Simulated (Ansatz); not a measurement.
# InSe: levels at named points, part 2 of 2

Aim: the gap, band edges and levels at named points of InSe.

Ansatz 0.2.0; DFT PBE+D3(BJ), scalar-relativistic, plane waves, PAW. The steps go on from the part before. Steps at another level of theory say so in their titles or inputs.

## Step 4: Levels with HSE06

The COD entry's cell or inner coordinates are ideal or old and differ from later refinements, so a difference from it is no clean test against experiment.

input.yaml reads:

```yaml
crystal:
  lattice:
    - [2.0184887249, 1.1653750087, 8.3027172696]
    - [-2.0184887249, 1.1653750087, 8.3027172696]
    - [0.0, -2.3307500174, 8.3027172696]
  atoms:
    - { symbol: In, position: [-0.0003856653, -0.0003856653, -0.0003856653] }
    - { symbol: In, position: [0.1117587352, 0.1117587352, 0.1117587352] }
    - { symbol: Se, position: [0.6147242528, 0.6147242528, 0.6147242528] }
    - { symbol: Se, position: [0.8299026773, 0.8299026773, 0.8299026773] }
basis:
  ecutwfc: 420
kpoints:
  mp_grid: { grid: [6, 6, 6] }
  band_path:
    path:
      - [0.0, 0.0, 0.0]
      - [-0.5, -0.5, -0.5]
      - [-0.5, -0.1798007462, -0.8201992538]
      - [-0.1798007462, 0.1798007462, -0.5]
      - [0.0, 0.0, -0.5]
      - [0.0, 0.3399003731, -0.3399003731]
      - [-0.3399003731, 0.0, -0.6600996269]
      - [-0.5, 0.0, -0.5]
    npoints: 1
hamiltonian:
  xc: hse06
scf:
  occupations: { method: gaussian, width: 0.02 }
  n_extra_bands: 5
output:
  eigenvalues: true
```

The run is started by

```bash
$ ansatz run input.yaml --threads 4 --pin off --max-ram 10240MiB --backend cpu --events-out ev --progress --plain --runs-dir out
```

The log of the run:

```text
Warning: RAYON_NUM_THREADS=4 ignored (pool sized by the plan → 4); use --threads N
basis.fft_grid_basis auto: the FFT boxes are laid along the combinations [[1, 0, -1], [0, 1, -1], [0, 0, 1]] of the cell's own vectors, 4.037, 4.037 and 8.624 Å long. The dense box has 27×27×60 points. Along the cell's own vectors, as sized, it would have 60×60×60, 4.94 times as many. Of the 6 symmetry operations that the crystal satisfies within crystal.symmetry.tolerance (time reversal apart; of a slab, those that keep its plane) the dense box along the cell's own vectors carries 6, and the one as laid loses 4 of those. basis.fft_grid_basis: typed keeps the cell's own vectors: state it where this run's energies or levels are differenced outside the engine with another run's, or held beside a run that keeps those vectors.
scf.n_extra_bands = 5 over 29 filled bands (N_el = 58.0): the run solves 34 bands
Engine: ansatz 0.2.0, x86_64-unknown-linux-gnu
Pseudopotentials: kind: paw
Pseudopotential: In, paw, valence charge 13, recommended cutoff 420 eV (normal), In.paw.azcp
Pseudopotential: Se, paw, valence charge 16, recommended cutoff 420 eV (normal), Se.paw.azcp
Functional definition: HSE06
  parameter a = 0.25
  parameter omega = 0.11/bohr
  exchange = pbe_x - a*pbe_x_sr(omega) + a*exact_x_sr(omega)
  correlation = pbe_c
Crystal: 4 atoms, lattice volume = 117.183 Å³
Basis set: ecut = 420 eV, 2295 PW (Γ), FFT grids on a1−a3, a2−a3, a3
Bands: 34, of which v1, the nominal top of the filled ones, is band 29 counted from 1 (28 counted from 0)
Symmetry: 6 space group operations
Space group: R3m (ITA 160), of the structure as read, at distance tolerance 4.9e-5 Å
k-points: 32 of 216 (time reversal used)
Non-local potential: In, projectors of the file, l = 0: 2, l = 1: 2, l = 2: 2, l = 3: 2
Non-local potential: Se, projectors of the file, l = 0: 2, l = 1: 2, l = 2: 3, l = 3: 1
PAW form: soft (Blöchl's): semilocal exchange-correlation on the pseudo side does not see the compensation charge
PAW frozen core: In, regenerated for the run's functional, and the local potential with it (the file was generated under x = pbe(κ = 0.804, μ = 0.2195149727645171), c = pbe(β = 0.06672455060314922))
PAW frozen core: Se, regenerated for the run's functional, and the local potential with it (the file was generated under x = pbe(κ = 0.804, μ = 0.2195149727645171), c = pbe(β = 0.06672455060314922))
PAW one-centre angular grid: In, 590 points (default); XC on 64 Gauss nodes
PAW one-centre angular grid: Se, 590 points (default); XC on 64 Gauss nodes
Initial density: superposition of atomic densities (neutral atoms: chi_scale 0, normalization atom), corrected by the library's trained network
Initial wavefunctions: pseudopotential atomic-orbital guess
Functional: x = pbe(κ = 0.804, μ = 0.2195149727645171), c = pbe(β = 0.06672455060314922), warm-up for x = pbe(κ = 0.804, μ = 0.2195149727645171) + 0.25 (exact − pbe) at short range (hse, ω = 0.20786987370883472 Å⁻¹), c = pbe(β = 0.06672455060314922); HSE06 as pw.x's `hse` composes it (authors' and Libxc's form: `xc: wpbeh`)
SCF iter   1: F=—  HF=-22135.881616 eV  |F-HF|=—  |Δ(HF+E_count)|=         —  Δρ=1.83e-3  dr2=9.77e-3  ethr=1.77e-3  ⟨swp⟩=6.4  Hψ=4341  notcnv=0
preconditioner: auto → none  [insulator: Δε(μ)=0.292 eV  Ē_g=13.497 eV  σ=0.020 eV  W_gap=1.00  n_scr=30 (ndim 8)  ℏωp=21.1 eV  f_vac=0.083  D(μ)=0.00/eV (n_scr^D=0)]
SCF iter   2: F=—  HF=-22135.883800 eV  |F-HF|=—  |Δ(HF+E_count)|=   2.18e-3  Δρ=1.50e-3  dr2=1.75e-2  ethr=1.68e-5  ⟨swp⟩=5.0  Hψ=3316  notcnv=0  defer=2
iter 3 solved again at ethr=7.93e-7 eV; its pass at ethr=1.68e-5 eV (dr2=4.60e-4 eV) is discarded
SCF iter   3: F=—  HF=-22135.880803 eV  |F-HF|=—  |Δ(HF+E_count)|=   3.00e-3  Δρ=3.89e-4  dr2=4.97e-4  ethr=7.93e-7  ⟨swp⟩=4.0  Hψ=5613  notcnv=0
SCF iter   4: F=—  HF=-22135.880821 eV  |F-HF|=—  |Δ(HF+E_count)|=   1.79e-5  Δρ=1.62e-4  dr2=2.17e-5  ethr=7.93e-7  ⟨swp⟩=3.0  Hψ=2182  notcnv=0
SCF iter   5: F=-22135.880870 eV  HF=-22135.880868 eV  |F-HF|=1.89e-6  |Δ(HF+E_count)|=   4.71e-5  Δρ=3.69e-5  dr2=1.50e-6  ethr=3.74e-8  ⟨swp⟩=4.2  Hψ=2661  notcnv=0
SCF 1 stopped early in 5 iterations: F = -22135.880870 eV  dr2 = 1.50e-6
Initial density: handed on by an earlier stage of this run
Initial wavefunctions: those handed on with the density
Functional: x = pbe(κ = 0.804, μ = 0.2195149727645171) + 0.25 (exact − pbe) at short range (hse, ω = 0.20786987370883472 Å⁻¹), c = pbe(β = 0.06672455060314922); HSE06 as pw.x's `hse` composes it (authors' and Libxc's form: `xc: wpbeh`)
Exchange kernel: α = 0.2500, screened, ω = 0.2079 Å⁻¹, Wigner–Seitz truncation, v(0) = 1046.7991 eV·Å³, q-mesh 6×6×6, nearest image of the exchange supercell L = 24.22 Å, pair-density grid 24×24×60, without the augmentation charges, whose exchange is taken in its separable form by FFT convolution over the k-point mesh (the finest that the files' search goes to), smooth part of the exact exchange by density-matrix convolution
Frozen-core exchange: fock
SCF iter   1: F=—  HF=-22146.910034 eV  |F-HF|=—  |Δ(HF+E_count)|=         —  Δρ=5.37e-3  dr2=4.08e-2  ethr=2.58e-8  ⟨swp⟩=11.6  Hψ=6794  notcnv=0
preconditioner: auto → none  [insulator: Δε(μ)=0.946 eV  Ē_g=15.421 eV  σ=0.020 eV  W_gap=1.00  n_scr=30 (ndim 8)  ℏωp=21.1 eV  f_vac=0.079  D(μ)=0.00/eV (n_scr^D=0)]
SCF iter   2: F=—  HF=-22146.899880 eV  |F-HF|=—  |Δ(HF+E_count)|=   1.02e-2  Δρ=3.00e-3  dr2=3.56e-2  ethr=2.58e-8  ⟨swp⟩=7.0  Hψ=5498  notcnv=0
SCF iter   3: F=—  HF=-22146.894647 eV  |F-HF|=—  |Δ(HF+E_count)|=   5.23e-3  Δρ=1.44e-3  dr2=8.43e-3  ethr=2.58e-8  ⟨swp⟩=6.6  Hψ=5464  notcnv=0
SCF iter   4: F=—  HF=-22146.909204 eV  |F-HF|=—  |Δ(HF+E_count)|=   1.46e-2  Δρ=1.43e-3  dr2=3.09e-3  ethr=2.58e-8  ⟨swp⟩=5.7  Hψ=4906  notcnv=0
SCF iter   5: F=—  HF=-22146.908614 eV  |F-HF|=—  |Δ(HF+E_count)|=   5.90e-4  Δρ=6.54e-4  dr2=5.77e-4  ethr=2.58e-8  ⟨swp⟩=5.0  Hψ=4147  notcnv=0
SCF iter   6: F=—  HF=-22146.908523 eV  |F-HF|=—  |Δ(HF+E_count)|=   9.11e-5  Δρ=1.28e-4  dr2=6.75e-5  ethr=2.58e-8  ⟨swp⟩=4.9  Hψ=3198  notcnv=0
SCF iter   7: F=—  HF=-22146.908940 eV  |F-HF|=—  |Δ(HF+E_count)|=   4.18e-4  Δρ=1.42e-4  dr2=1.09e-4  ethr=2.58e-8  ⟨swp⟩=5.8  Hψ=3565  notcnv=0
SCF iter   8: F=-22146.908916 eV  HF=-22146.908917 eV  |F-HF|=8.59e-7  |Δ(HF+E_count)|=   2.33e-5  Δρ=1.51e-5  dr2=2.55e-6  ethr=2.58e-8  ⟨swp⟩=4.4  Hψ=2724  notcnv=0
SCF 2 stopped early in 8 iterations: F = -22146.908916 eV  dr2 = 2.55e-6
hybrid outer 1: dexx = +1.751e-2 eV, tail = 1.07e-4 eV
Exchange kernel: α = 0.2500, screened, ω = 0.2079 Å⁻¹, Wigner–Seitz truncation, v(0) = 1046.7991 eV·Å³, q-mesh 6×6×6, nearest image of the exchange supercell L = 24.22 Å, pair-density grid 24×24×60, without the augmentation charges, whose exchange is taken in its separable form by FFT convolution over the k-point mesh (the finest that the files' search goes to), smooth part of the exact exchange by density-matrix convolution
Frozen-core exchange: fock
SCF iter   1: F=—  HF=-22146.909046 eV  |F-HF|=—  |Δ(HF+E_count)|=         —  Δρ=5.53e-5  dr2=5.62e-6  ethr=9.24e-7  ⟨swp⟩=3.4  Hψ=2328  notcnv=0
preconditioner: auto → none  [insulator: Δε(μ)=1.010 eV  Ē_g=15.408 eV  σ=0.020 eV  W_gap=1.00  n_scr=30 (ndim 8)  ℏωp=21.1 eV  f_vac=0.081  D(μ)=0.00/eV (n_scr^D=0)]
SCF iter   2: F=—  HF=-22146.909047 eV  |F-HF|=—  |Δ(HF+E_count)|=   1.56e-6  Δρ=2.92e-5  dr2=7.04e-7  ethr=7.69e-9  ⟨swp⟩=4.0  Hψ=3474  notcnv=0
SCF iter   3: F=—  HF=-22146.909048 eV  |F-HF|=—  |Δ(HF+E_count)|=   6.64e-7  Δρ=1.53e-5  dr2=1.96e-7  ethr=1.02e-9  ⟨swp⟩=3.6  Hψ=2951  notcnv=0
iter 4 solved again at ethr=1.99e-11 eV; its pass at ethr=3.01e-10 eV (dr2=1.16e-8 eV) is discarded
SCF iter   4: F=-22146.909048 eV  HF=-22146.909048 eV  |F-HF|=3.65e-9  |Δ(HF+E_count)|=   3.04e-8  Δρ=4.39e-6  dr2=1.41e-8  ethr=1.99e-11  ⟨swp⟩=4.1  Hψ=4730  notcnv=0  defer=5
SCF 3 converged in 4 iterations: F = -22146.909048 eV  dr2 = 1.41e-8
hybrid outer 2: dexx = +1.011e-6 eV, tail = 6.93e-8 eV, Δε = 1.55e-3 eV (about 7.57e-5 eV left of the loop's levels)
NSCF: frozen V_eff on 8 k-points
hybrid SCF converged: 2 outer / 12 inner (+5 warm-up), last move |dexx| = 1.01e-6 eV, tail = 6.93e-8 eV
Stability not checked: this state was not tested for a lower state beside it, because the functional holds exact exchange (a hybrid, or Hartree-Fock), whose exchange loop this test does not read (fock_operator; see scf.lower_state_search)
Free energy (F): -22146.909048 eV
Frozen-core exchange: fock
Harris-Foulkes:  -22146.909048 eV  (|F-HF|=3.65e-9)
Internal energy: -22146.909048 eV  (E = F + TS)
E sigma→0 (E₀):  -22146.909048 eV
Fermi energy:    7.408840 eV
--- Per-component energies (eV) ---
  E_band       = -1057.167966
  E_kinetic    = 720.960704
  E_local      = -7876.907868  (includes V_loc(G=0)·N_el)
  E_nonlocal   = -457.721647
  E_hartree    = 3634.114045
  E_xc         = -508.470053
  E_vxc        = -314.966403  (∫ρ·V_xc dr)
  E_exx        = -201.106326  (= α·E_x^exact, valence–valence)
  E_paw        = -12071.246283  (= ΣΔE_a)
  E_vpaw       = 5.454232  (= ΣTr[D̂ρ^β])
  E_aug_tail   = -0.001161  (compensation charges beyond the density's cutoff)
  E_ewald      = -5385.410957
  E_core_change = -1.119502  (= ΣΔE_core)
  E_smearing   = -0.000000  (= −TS)
  E_closure    = 0.000000  (closes the sum)
  Σ components = -22146.909048   (vs F -22146.909048, Δ=-3.64e-12)
--- Band table (eV; the first three rows and the last of 32) ---
  k-point 0: bands = ["-44.3914", "-44.3914", "-44.3852", "-44.3852", "-44.3642", "-44.3642", "-44.3596", "-44.3596", "-44.3530", "-44.3489", "-9.7483", "-9.5691", "-9.5691", "-9.4849", "-9.4849", "-9.4694", "-9.4694", "-9.2829", "-9.2829", "-9.2320", "-7.9231", "-7.4242", "-0.0439", "3.3217", "5.2307", "5.3711", "5.3711", "5.5229", "5.5229", "9.3188", "9.6558", "11.9744", "11.9744", "12.8153"]
  k-point 1: bands = ["-44.3914", "-44.3914", "-44.3852", "-44.3852", "-44.3642", "-44.3642", "-44.3596", "-44.3596", "-44.3530", "-44.3489", "-9.7475", "-9.6388", "-9.5652", "-9.5533", "-9.4757", "-9.4671", "-9.4571", "-9.3156", "-9.2854", "-9.1855", "-7.6403", "-7.1865", "0.1773", "2.7034", "3.9271", "4.9278", "5.0310", "5.2387", "5.7377", "9.7062", "10.2721", "11.3004", "12.1812", "12.2042"]
  k-point 2: bands = ["-44.3914", "-44.3913", "-44.3852", "-44.3851", "-44.3642", "-44.3642", "-44.3596", "-44.3596", "-44.3529", "-44.3488", "-9.7962", "-9.6940", "-9.6688", "-9.5631", "-9.4885", "-9.4316", "-9.4261", "-9.3392", "-9.2900", "-9.1365", "-7.0174", "-6.6852", "0.2918", "1.4897", "2.6719", "4.4959", "4.6497", "4.7088", "5.5509", "8.9574", "9.6212", "11.3659", "11.8798", "12.3790"]
  k-point 31: bands = ["-44.3914", "-44.3914", "-44.3852", "-44.3852", "-44.3642", "-44.3642", "-44.3596", "-44.3596", "-44.3530", "-44.3489", "-9.7487", "-9.5694", "-9.5694", "-9.4847", "-9.4847", "-9.4695", "-9.4695", "-9.2828", "-9.2828", "-9.2342", "-7.8031", "-7.5641", "0.4080", "2.1589", "5.2953", "5.2953", "5.6073", "5.6073", "6.9032", "7.9144", "9.7597", "11.8653", "11.8653", "13.3333"]
```

Run time: 2.4 min. Hardware: 4 threads of Intel Xeon 6975P-C (Granite Rapids), shared host; peak memory 5.5 GiB.

Levels at named points, in eV from the top of the last band filled by count:

| point | band 27 | band 28 | band 29 | band 30 | band 31 | band 32 |
| --- | --- | --- | --- | --- | --- | --- |
| Γ | -1.53 | -1.38 | -1.38 | 2.42 | 2.75 | 5.07 |
| T | -1.30 | -1.30 | 0.00 | 1.01 | 2.86 | 4.96 |
| H_2 | -2.81 | -2.50 | -1.92 | 2.20 | 3.17 | 3.97 |
| H_0 | -2.81 | -2.50 | -1.92 | 2.20 | 3.17 | 3.97 |
| L | -2.63 | -2.44 | -1.81 | 1.69 | 2.66 | 4.39 |
| S_0 | -2.86 | -2.48 | -1.89 | 2.25 | 3.04 | 4.03 |
| S_2 | -2.86 | -2.48 | -1.89 | 2.25 | 3.04 | 4.03 |
| F | -2.80 | -2.23 | -1.64 | 1.74 | 2.59 | 3.99 |

## Step 5: The ladder

| level | k mesh | gap (eV) | least direct gap (eV) | top at | bottom at | CPU time (s) |
| --- | --- | --- | --- | --- | --- | --- |
| PBE+D3(BJ) on the hybrid's mesh | 6×6×6 | 0.30 | 0.30 | T | T | 7.4 |
| HSE06 | 6×6×6 | 1.01 | 1.01 | T | T | 540 |

Gaps are by band count over the mesh and the named points; a gap of 0 means that the bands overlap or touch.

## Step 6: Summary of results

The summary covers parts 1 to 2.

```
  quantity            value
gap, HSE06  1.01 eV, direct
```

**Reading.** At HSE06 the gap is 1.01 eV, from T to T. Measured gap of InSe: 1.34 eV (an exciton energy, a little under the gap; 10 K; “The Interaction of Hydrogen with the van der Waals Crystal γ-InSe”, 2020, pmc:7321205). This calculation gives 1.01 eV (-0.33 eV). 2 values of this kind are on record (1.25 to 1.34 eV); this one was drawn at random, those with a stated uncertainty first. That is HSE06, the nearest rung, at the geometry relaxed with PBE+D3(BJ), without temperature or excitons.
